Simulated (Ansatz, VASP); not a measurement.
# C (C(110)) in two plane-wave programs, part 3 of 3

One calculation is typed for both programs; each brings its own data sets and cutoff. How far apart do they land?  The structure shown is the end of the VASP relaxation below.

VASP 6.6.1 and Ansatz 0.2.0.

So far: The starting structure; VASP: relaxation, PBEsol; Ansatz: single point, PBEsol; Side by side; Looking for the cause; Ansatz: band structure, PBEsol.

### Step 7. VASP: band structure, PBEsol

Level of this step: PBEsol; plane waves and PAW (C) (VASP).

The same cell, functional, mesh and smearing now go to VASP, with its own data sets and cutoff.

File INCAR:

```
SYSTEM = C
PREC = Normal
ENCUT = 440
EDIFF = 1E-06
NELM = 120
ISMEAR = 0
SIGMA = 0.03
LREAL = Auto
ALGO = Fast
GGA = PS
NBANDS = 54
LORBIT = 11
LWAVE = .FALSE.
LCHARG = .TRUE.
KPAR = 4
LASPH = .TRUE.
IDIPOL = 3
LDIPOL = .TRUE.
DIPOL = 0.5 0.5 0.5
LVHAR = .TRUE.
LVACPOTAV = .TRUE.
NEDOS = 1500
```

File POSCAR:

```
C
1.0
    2.5149201836      0.0000000000      0.0000000000
    0.0000000000      3.5566342320      0.0000000000
    0.0000000000      0.0000000000     26.0596807346
C
18
Direct
    0.7500000000      0.4044936856      0.6865487613
    0.2500000000      0.5955063144      0.6865487613
    0.2500000000      0.8849263043      0.6459766691
    0.7500000000      0.1150736957      0.6459766691
    0.7500000000      0.3757992103      0.5965267191
    0.2500000000      0.6242007897      0.5965267191
    0.2500000000      0.8753499206      0.5483571353
    0.7500000000      0.1246500794      0.5483571353
    0.7500000000      0.3752506027      0.5000000000
    0.2500000000      0.6247493973      0.5000000000
    0.2500000000      0.8753499206      0.4516428647
    0.7500000000      0.1246500794      0.4516428647
    0.7500000000      0.3757992103      0.4034732809
    0.2500000000      0.6242007897      0.4034732809
    0.2500000000      0.8849263043      0.3540233309
    0.7500000000      0.1150736957      0.3540233309
    0.7500000000      0.4044936856      0.3134512387
    0.2500000000      0.5955063144      0.3134512387
```

File KPOINTS:

```
Automatic mesh
0
Gamma
9 7 1
0 0 0
```

File KPOINTS_OPT:

```
Line mode
14
Line-mode
Reciprocal
  0.00000000   0.00000000   0.00000000 GAMMA
  0.50000000   0.00000000   0.00000000 X

  0.50000000   0.00000000   0.00000000 X
  0.50000000   0.50000000   0.00000000 S

  0.50000000   0.50000000   0.00000000 S
  0.00000000   0.50000000   0.00000000 Y

  0.00000000   0.50000000   0.00000000 Y
  0.00000000   0.00000000   0.00000000 GAMMA

  0.00000000   0.00000000   0.00000000 GAMMA
  0.50000000   0.50000000   0.00000000 S
```

Potentials, in the order of the species: C (PBE family, release 64).

On the command line:

```bash
$ mpirun -np 4 vasp_std
```

Numbers of over 12 decimals in the logs are rounded to 6 here.

The log of the run:

```text
[banner, memory and clock lines left out]
running    4 mpi-ranks, on    1 nodes
[...]
[... a notice as in an earlier step ...]

 LDA part: xc-table for (Slater+PW92), standard interpolation
 POSCAR, INCAR and KPOINTS ok, starting setup
[...]
entering main loop
       N       E                     dE             d eps       ncg     rms          rms(c)
DAV:   1     0.400654924665E+03    0.40065E+03   -0.32017E+04  2192   0.104E+03
DAV:   2    -0.134125064104E+03   -0.53478E+03   -0.51321E+03  2898   0.274E+02
DAV:   3    -0.173038247432E+03   -0.38913E+02   -0.38392E+02  2706   0.738E+01
DAV:   4    -0.174011961561E+03   -0.97371E+00   -0.97053E+00  3120   0.127E+01
[...]
RMM:  19    -0.167048182233E+03   -0.12870E-04   -0.59016E-07  1923   0.196E-03    0.381E-04
RMM:  20    -0.167048189384E+03   -0.71516E-05   -0.30550E-07  1599   0.135E-03    0.296E-04
RMM:  21    -0.167048190261E+03   -0.87705E-06   -0.66568E-08  1280   0.969E-04
|                                                                             |
[...]
|     workfunction values.                                                    |
|                                                                             |

   1 F= -.16704819E+03 E0= -.16704819E+03  d E =-.531883E-05
 Start KPOINTS_OPT (optional k-point list driver)
k-point batch [1-20\70]
       N       E                     dE             ncg
DAV:   1    -0.948251620689E+03   -0.36582E+05     2160
DAV:   2    -0.109185533838E+05   -0.99703E+04     2826
DAV:   3    -0.117020459795E+05   -0.78349E+03     2640
DAV:   4    -0.117213211581E+05   -0.19275E+02     3024
[...]
DAV:   8    -0.117217534109E+05   -0.47281E-04     2912
DAV:   9    -0.117217534133E+05   -0.24018E-05     2106
DAV:  10    -0.117217534136E+05   -0.26662E-06     1856
[...]
k-point batch [61-70\70]
       N       E                     dE             ncg
DAV:   1     0.541129897346E+03   -0.22773E+05     1080
DAV:   2    -0.438835106825E+04   -0.49295E+04     1460
DAV:   3    -0.474792025620E+04   -0.35957E+03     1320
DAV:   4    -0.475624418788E+04   -0.83239E+01     1560
[...]
DAV:   8    -0.475643877492E+04   -0.21832E-04     1424
DAV:   9    -0.475643877593E+04   -0.10128E-05     1152
DAV:  10    -0.475643877607E+04   -0.13831E-06      984
```

OUTCAR, selected parts (step 7):

```text
  Total       -4.6004970     15.8811703     -1.2396900     -0.0000000      0.0000000      0.0000000
  in kB      -31.6215266    109.1592601     -8.5210123     -0.0000000      0.0000000      0.0000000
  external PRESSURE =      23.0055738 kB  Pullay stress =       0.0000000 kB

 POSITION                                       TOTAL-FORCE (eV/Angst)
 -----------------------------------------------------------------------------------
      1.88619      1.43864     17.89124         0.000000      0.007495      0.006268
      0.62873      2.11800     17.89124        -0.000000     -0.007495      0.006268
      0.62873      3.14736     16.83395         0.000000      0.000312     -0.019353
      1.88619      0.40928     16.83395         0.000000     -0.000312     -0.019353
      1.88619      1.33658     15.54530         0.000000      0.005288     -0.022440
      0.62873      2.22005     15.54530         0.000000     -0.005288     -0.022440
      0.62873      3.11330     14.29001         0.000000      0.003249      0.012738
      1.88619      0.44333     14.29001         0.000000     -0.003249      0.012738
      1.88619      1.33463     13.02984         0.000000     -0.009519      0.000000
      0.62873      2.22201     13.02984         0.000000      0.009519      0.000000
      0.62873      3.11330     11.76967         0.000000      0.003249     -0.012738
      1.88619      0.44333     11.76967         0.000000     -0.003249     -0.012738
      1.88619      1.33658     10.51438         0.000000      0.005288      0.022440
      0.62873      2.22005     10.51438         0.000000     -0.005288      0.022440
[...]
-----------------------------------------------------------------------------------
    total drift:                               -0.000000      0.000000      0.000000

  FREE ENERGIE OF THE ION-ELECTRON SYSTEM (eV)
  ---------------------------------------------------
  free  energy   TOTEN  =      -167.0481902613 eV

  energy  without entropy=     -167.0481849425  energy(sigma->0) =     -167.04818760

[... 2 parts as in an earlier step ...]

[... 1 further part left out ...]
[key lines of the parts left out:]
E-fermi :   1.4947
```

### Step 8. Comparison

Compared:

```
                                   quantity  Ansatz  VASP  difference
 work function, lower of the two faces (eV)    5.33  5.32       +0.01
work function, higher of the two faces (eV)    5.34  5.32       +0.01
```

At this near-relaxed geometry the largest component of a force difference is 41 meV/Å. Levels from 3 eV below to 2 eV above the Fermi level differ by 2 meV r.m.s. and 5 meV at most; each VASP level is matched to the nearest of Ansatz, which flatters the figure a little.

### Step 9. What moves the difference

The difference is large enough to ask for its cause, so further runs change the set-up of one program at a time, as the table lists.

```
                                                           run  r.m.s. force difference (meV/Å)
                                                      as above                               13
cores kept as stored, as VASP does, whose cores stay as stored                               11
                       Ansatz's larger PAW set (cutoff 800 eV)                               11
                   norm-conserving potentials (cutoff 1116 eV)                              7.2
```

### Step 10. Summary of results

- r.m.s. force difference (single point, PBEsol): 13 meV/Å
- r.m.s. force difference (band structure, PBEsol): 13 meV/Å

In words: The r.m.s. force difference is 13 meV/Å (band structure, PBEsol), beyond the 12 meV/Å picked in this series as the mark of a large difference. For single point, PBEsol: norm-conserving potentials (cutoff 1116 eV) cuts the r.m.s. force difference from 13 to 7.2 meV/Å; whether that points to the cause isn't shown, since only Ansatz's side was varied. For band structure, PBEsol: norm-conserving potentials (cutoff 1116 eV) cuts the r.m.s. force difference from 13 to 7.2 meV/Å; whether that points to the cause isn't shown, since only Ansatz's side was varied. Differences of this kind measure data sets and numerical settings, not the functional's error against experiment.

[Lines on the potential files, build, host, timing and source positions are cut from VASP's logs without a mark.]

[Logs are printed without paths, hosts, clocks, repeated set-up lines and the standing remarks that a program may print on its own settings, such as how far it seeks lower states.]

[Hosts, paths, dates, database ids (printed as entryN), source tags and the programs' standing remarks are cut or masked in the printed files.]
